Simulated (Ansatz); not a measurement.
The system is CuO.

```
CELL_PARAMETERS angstrom
3.17550 0.00000 0.00000
0.00000 3.17550 0.00000
0.00000 0.00000 4.64953
ATOMIC_POSITIONS crystal
Cu 0.00000 0.00000 0.00000
Cu 0.50000 0.50000 0.00000
O 0.50000 0.00000 0.26700
O 0.00000 0.50000 0.73300
```

The cell was built by a generator and needn't be a form met in nature.

Program: Ansatz 0.2.0. Alike in all runs: potentials or basis Ansatz PAW; no spin polarisation; cell as given; k mesh 5 × 5 × 4; cutoff (eV) 420; smearing fermi-dirac 0.05 eV; the mesh is coarse, so values aren't converged. Hardware: 2 threads of Arm Neoverse V2 (shared host).

Task: Order these runs on this cell by their wall time, lowest first.
A. task band structure; level HSE06; points for each segment of the path 4
B. task single point; level PBE0
C. task band structure; level LDA; points for each segment of the path 14

Result: C (3.9 s), B (30 s), A (180 s).

Caveats: all runs use coarse meshes; the run has no spin polarisation, though such a crystal can be magnetic.
